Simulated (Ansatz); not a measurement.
**Tin, simple cubic under PBE: structure, energy and stiffness, part 1 of 2**

The plan for tin in the simple cubic structure: relax it, solve it on a dense k-mesh, switch on spin-orbit coupling, then scale the cell to 7 volumes from 88 to 112 % of the relaxed one and try a fit of the equation of state. The k-meshes are 10×10×10 for the relaxation; 17×17×17 for the dense run; 10×10×10 for spin-orbit coupling; 17×17×17 for the volumes.

Program: Ansatz 0.2.0. Level of theory: DFT PBE, plane waves (420 eV) with PAW, scalar-relativistic. These are calculated values, not measurements.

**1. The starting structure**

It takes space group Pm-3m (No. 221, cubic). Conventional cell: a = 3.117 Å, b = 3.117 Å, c = 3.117 Å, α = 90.00°, β = 90.00°, γ = 90.00°. Sn (site symmetry m-3m) has 6 Sn at 3.12 Å as nearest neighbours.

As a file:

```cif
data_structure
_symmetry_space_group_name_H-M 'Pm-3m'
_symmetry_Int_Tables_number 221
_cell_length_a 3.1168
_cell_length_b 3.1168
_cell_length_c 3.1168
_cell_angle_alpha 90.000
_cell_angle_beta 90.000
_cell_angle_gamma 90.000
_cell_volume 30.28
loop_
_atom_site_label
_atom_site_type_symbol
_atom_site_symmetry_multiplicity
_atom_site_Wyckoff_symbol
_atom_site_fract_x
_atom_site_fract_y
_atom_site_fract_z
_atom_site_occupancy
Sn1 Sn 1 a 0.00000 0.00000 0.00000 1
```

**2. Relaxing cell and atoms**

The input, input.yaml:

```yaml
crystal:
  lattice:
    - [3.11678992, 0.0, 0.0]
    - [0.0, 3.11678992, 0.0]
    - [0.0, 0.0, 3.11678992]
  atoms:
    - { symbol: Sn, position: [0.0, 0.0, 0.0] }
hamiltonian:
  xc: pbe
  pseudopotentials:
    kind: paw
    azcp:
      Sn: "pseudopotentials/Sn.paw.azcp"
basis:
  ecutwfc: 420
  fft_grid_basis: typed
kpoints:
  mp_grid: { grid: [10, 10, 10], shift: [0, 0, 0] }
magnetization:
  spin_polarized: false
scf:
  occupations: { method: fermi_dirac, width: 0.1 }
relax:
  max_steps: 60
  f_tol: 0.01
  cell: {}
```

Standard output (excerpt; [...] marks lines left out):

```text
[...]
Pseudopotentials: kind: paw
Pseudopotential: Sn, paw, valence charge 14, recommended cutoff 420 eV (normal), <dir>
Functional definition: PBE
[...]
Crystal: 1 atoms, lattice volume = 30.278 Å³
Basis set: ecut = 420 eV, 619 PW (Γ), exchange–correlation on 48×48×48 points (8 copies of the dense FFT grid, shifted against one another)
Bands: 11, of which v1, the nominal top of the filled ones, is band 7 counted from 1 (6 counted from 0)
Symmetry: 48 space group operations
Space group: Pm-3m (ITA 221), of the structure as read, at distance tolerance 3.1e-5 Å
k-points: 56 of 1000
[...]
SCF iter   1: F=—  HF=-6024.165046 eV  |F-HF|=—  |Δ(HF+E_count)|=         —  Δρ=7.45e-4  dr2=1.34e-4  ethr=1.77e-3  ⟨swp⟩=5.1  Hψ=3705  notcnv=0
[...]
relax step   1: F+E_penalty+E_count = -6024.16446453 eV  Δ(F+E_penalty+E_count) = +0.000e0 eV  max|allowed force component| = 0.000e0 eV/Å  Δτ_max = 0.0000 Å  P = -1.405 GPa  Ω = 30.278 Å³  (6 SCF iters, dr2 threshold 1.00e-7 eV, accepted)
[...]
relax step   3: F+E_penalty+E_count = -6024.16898018 eV  Δ(F+E_penalty+E_count) = -7.082e-5 eV  max|allowed force component| = 0.000e0 eV/Å  Δτ_max = 0.0000 Å  P = -0.015 GPa  Ω = 29.325 Å³  energy of the carried Pulay correction = +1.576e-4 eV  (3 SCF iters, dr2 threshold 1.00e-7 eV, accepted)
[...]
relax step   4: F+E_penalty+E_count = -6024.16882350 eV  Δ(F+E_penalty+E_count) = +1.567e-4 eV  max|allowed force component| = 0.000e0 eV/Å  Δτ_max = 0.0000 Å  P = -0.015 GPa  Ω = 29.325 Å³  stress off target by 1.54e-2 GPa  SCF on the basis re-selected at this cell (its energy is not [...]
SCF converged after 5 iterations
Free energy (F): -6024.168823 eV
[...]
E sigma→0 (E₀):  -6024.161787 eV
Entropy (-TS):   -0.014073 eV (-14.073 meV/atom)
Fermi energy:    9.520268 eV
[...]
--- Forces (eV/Å), atoms counted from 1 ---
  atom   1  Sn    -0.00000000    -0.00000000    -0.00000000
[...]
--- Stress (GPa, compression-positive) ---
       -0.015411      -0.000000       0.000000
       -0.000000      -0.015411       0.000000
        0.000000       0.000000      -0.015411
  P = ⅓ Tr σ = -0.0154 GPa (-0.154 kbar)
--- Relaxed structure (3 steps of the walk, 3 accepted, 1 SCFs on fresh bases) ---
  F+E_penalty+E_count = -6024.16882350 eV   max|allowed force component| = 0.000e0 eV/Å   (the final SCF, on the basis selected at the relaxed cell)
  cell:  # Å, volume = 29.3245 Å³
    - [3.083734263517159, 1.5407439555097885e-33, -1.925929944387236e-33]
    - [1.5407439555097885e-33, 3.083734263517159, 0.0]
    - [-1.925929944387236e-33, 0.0, 3.083734263517159]
  atoms:
    - { symbol: Sn, position: [0.0, 0.0, 0.0] }
```

Wall time 7.1 s (1 thread of an x86-64 CPU, shared host); peak memory 0.5 GiB.

The walk, from the log:

| step | energy change (meV/atom) | largest force (eV/Å) | pressure (GPa) | volume (Å³/atom) |
| --- | --- | --- | --- | --- |
| 1 | 0.00 | 0.0000 | -1.41 | 30.278 |
| 2 | -4.44 | 0.0000 | 0.22 | 29.178 |
| 3 | -4.52 | 0.0000 | -0.01 | 29.325 |
| 4 | -4.36 | 0.0000 | -0.02 | 29.325 |

Steps that repeat a cell are solved on a basis chosen anew, so their changes of energy are no gain of the relaxation.

The cell of the run, before and after:

|  | before | after | change |
| --- | --- | --- | --- |
| a (Å) | 3.117 | 3.084 | -1.1 % |
| b (Å) | 3.117 | 3.084 | -1.1 % |
| c (Å) | 3.117 | 3.084 | -1.1 % |
| volume (Å³/atom) | 30.278 | 29.325 | -3.1 % |
| shortest distance (Å) | 3.117 | 3.084 | -1.1 % |
| space group (spins left aside) | Pm-3m | Pm-3m | same |

**3. Single point on a dense mesh**

The input, input.yaml:

```yaml
crystal:
  lattice:
    - [3.0837342635, 0.0, 0.0]
    - [0.0, 3.0837342635, 0.0]
    - [0.0, 0.0, 3.0837342635]
  atoms:
    - { symbol: Sn, position: [0.0, 0.0, 0.0] }
hamiltonian:
  xc: pbe
  pseudopotentials:
    kind: paw
    azcp:
      Sn: "pseudopotentials/Sn.paw.azcp"
basis:
  ecutwfc: 420
  fft_grid_basis: typed
kpoints:
  mp_grid: { grid: [17, 17, 17], shift: [0, 0, 0] }
magnetization:
  spin_polarized: false
scf:
  occupations: { method: fermi_dirac, width: 0.1 }
```

Standard output (excerpt; [...] marks lines left out):

```text
[...]
Pseudopotentials: kind: paw
Pseudopotential: Sn, paw, valence charge 14, recommended cutoff 420 eV (normal), <dir>
Functional definition: PBE
[...]
Crystal: 1 atoms, lattice volume = 29.325 Å³
Basis set: ecut = 420 eV, 587 PW (Γ)
Bands: 11, of which v1, the nominal top of the filled ones, is band 7 counted from 1 (6 counted from 0)
Symmetry: 48 space group operations
Space group: Pm-3m (ITA 221), of the structure as read, at distance tolerance 3.1e-5 Å
k-points: 165 of 4913
[...]
SCF iter   1: F=—  HF=-6024.147775 eV  |F-HF|=—  |Δ(HF+E_count)|=         —  Δρ=6.83e-4  dr2=1.09e-4  ethr=1.77e-3  ⟨swp⟩=5.0  Hψ=10803  notcnv=0
[...]
SCF iter   6: F=-6024.147257 eV  HF=-6024.147257 eV  |F-HF|=4.93e-10  |Δ(HF+E_count)|=   3.85e-8  Δρ=1.48e-6  dr2=4.39e-10  ethr=5.13e-10  ⟨swp⟩=1.0  Hψ=5424  notcnv=0
[...]
SCF converged after 6 iterations
Free energy (F): -6024.147257 eV
[...]
E sigma→0 (E₀):  -6024.137541 eV
Entropy (-TS):   -0.019434 eV (-19.434 meV/atom)
Fermi energy:    9.537343 eV
[...]
```

It took 3.3 s on 1 thread of an x86-64 CPU, shared host; peak memory 0.5 GiB.

**4. With spin-orbit coupling**

Changes to input.yaml since step 3:

```diff
@@ -10,3 +10,3 @@
   pseudopotentials:
-    kind: paw
+    kind: paw_fr
     azcp:
@@ -17,5 +17,6 @@
 kpoints:
-  mp_grid: { grid: [17, 17, 17], shift: [0, 0, 0] }
+  mp_grid: { grid: [10, 10, 10], shift: [0, 0, 0] }
 magnetization:
-  spin_polarized: false
+  noncollinear: true
+  spin_orbit: true
 scf:
```

Standard output (excerpt; [...] marks lines left out):

```text
[...]
Pseudopotentials: kind: paw_fr
Pseudopotential: Sn, paw_fr, valence charge 14, recommended cutoff 420 eV (normal), <dir>
Functional definition: PBE
[...]
non-collinear run that drives no moment, with spin-orbit: no starting moment large enough to seed its density (crystal.atoms[].spin), no starting occupations that ask for one, no magnetisation constraint and no magnetic field, so the semilocal B_xc is pinned to zero
Crystal: 1 atoms, lattice volume = 29.325 Å³
Basis set: ecut = 420 eV, 587 PW (Γ)
Bands: 22, of which v1, the nominal top of the filled ones, is band 14 counted from 1 (13 counted from 0)
Symmetry: 48 space group operations + 48 with time reversal
Magnetic group: BNS 221.93 (UNI 1595), of the structure as read, at distance tolerance 3.1e-5 Å
k-points: 56 of 1000
Projection manifold: j_resolved (fully-relativistic pseudo-atomic orbitals)
[...]
SCF iter   1: F=—  HF=-6026.321925 eV  |F-HF|=—  |Δ(HF+E_count)|=         —  Δρ=1.28e-2  dr2=3.49e-2  dr2_m=0.00e0 (ungated)  ethr=3.10e-3  |M|=0.00e0 ∫|m|=0.00e0 μB  |m|>n=0.0e0 m-floor=0.0e0 τ_xc=0.0e0  β_m=0.30  ⟨swp⟩=8.6  Hψ=3981  notcnv=0  defer=18
[...]
SCF iter   7: F=-6026.323329 eV  HF=-6026.323329 eV  |F-HF|=1.04e-8  |Δ(HF+E_count)|=   1.54e-7  Δρ=6.27e-6  dr2=1.00e-8  dr2_m=0.00e0 (ungated)  ethr=7.14e-10  |M|=0.00e0 ∫|m|=0.00e0 μB  |m|>n=0.0e0 m-floor=0.0e0 τ_xc=0.0e0  ⟨swp⟩=2.7  Hψ=1294  notcnv=0
[...]
SCF converged after 7 iterations
Magnetization: |M| = 0.0000 μB,  M = (+0.0000, +0.0000, +0.0000) μB
Absolute magnetization: 0.0000 μB (∫|m|)
  site 0: m = (+0.0000, +0.0000, +0.0000) μB, |m| = 0.0000 μB  (R = 1.27 Å)
Free energy (F): -6026.323329 eV
[...]
E sigma→0 (E₀):  -6026.316891 eV
Entropy (-TS):   -0.012875 eV (-12.875 meV/atom)
Fermi energy:    9.508421 eV
[...]
```

It took 7.7 s on 1 thread of an x86-64 CPU, shared host; peak memory 0.47 GiB.

Side by side:

|  | scalar-relativistic | with spin-orbit coupling |
| --- | --- | --- |
| k-mesh | 17×17×17 | 10×10×10 |
| gap on the mesh | none (levels filled in part) | none (levels filled in part) |

The meshes differ, so small differences between the columns need not come from spin-orbit coupling.

**5. Volume × 0.88**

The input, input.yaml:

```yaml
crystal:
  lattice:
    - [2.9550931168, 0.0, 0.0]
    - [0.0, 2.9550931168, 0.0]
    - [0.0, 0.0, 2.9550931168]
  atoms:
    - { symbol: Sn, position: [0.0, 0.0, 0.0] }
hamiltonian:
  xc: pbe
  pseudopotentials:
    kind: paw
    azcp:
      Sn: "pseudopotentials/Sn.paw.azcp"
basis:
  ecutwfc: 420
  fft_grid_basis: typed
kpoints:
  mp_grid: { grid: [17, 17, 17], shift: [0, 0, 0] }
magnetization:
  spin_polarized: false
scf:
  occupations: { method: fermi_dirac, width: 0.1 }
output:
  stress: true
```

Standard output (excerpt; [...] marks lines left out):

```text
[...]
Pseudopotentials: kind: paw
Pseudopotential: Sn, paw, valence charge 14, recommended cutoff 420 eV (normal), <dir>
Functional definition: PBE
[...]
Crystal: 1 atoms, lattice volume = 25.806 Å³
Basis set: ecut = 420 eV, 485 PW (Γ)
Bands: 11, of which v1, the nominal top of the filled ones, is band 7 counted from 1 (6 counted from 0)
Symmetry: 48 space group operations
Space group: Pm-3m (ITA 221), of the structure as read, at distance tolerance 3.0e-5 Å
k-points: 165 of 4913
[...]
SCF iter   1: F=—  HF=-6024.061749 eV  |F-HF|=—  |Δ(HF+E_count)|=         —  Δρ=7.66e-4  dr2=1.19e-4  ethr=1.77e-3  ⟨swp⟩=5.0  Hψ=10668  notcnv=0
[...]
SCF iter   6: F=-6024.061362 eV  HF=-6024.061362 eV  |F-HF|=8.00e-11  |Δ(HF+E_count)|=   6.06e-8  Δρ=7.33e-7  dr2=1.33e-10  ethr=7.14e-10  ⟨swp⟩=4.0  Hψ=5731  notcnv=0
[...]
SCF converged after 6 iterations
Free energy (F): -6024.061362 eV
[...]
E sigma→0 (E₀):  -6024.052634 eV
Entropy (-TS):   -0.017456 eV (-17.456 meV/atom)
Fermi energy:    11.451719 eV
[...]
--- Stress (GPa, compression-positive) ---
        8.519244      -0.000000       0.000000
        0.000000       8.519244       0.000000
        0.000000      -0.000000       8.519244
  P = ⅓ Tr σ = 8.5192 GPa (85.192 kbar)
```

Wall time 3.7 s (1 thread of an x86-64 CPU, shared host); peak memory 0.51 GiB.

(Continued in part 2 of 2.)
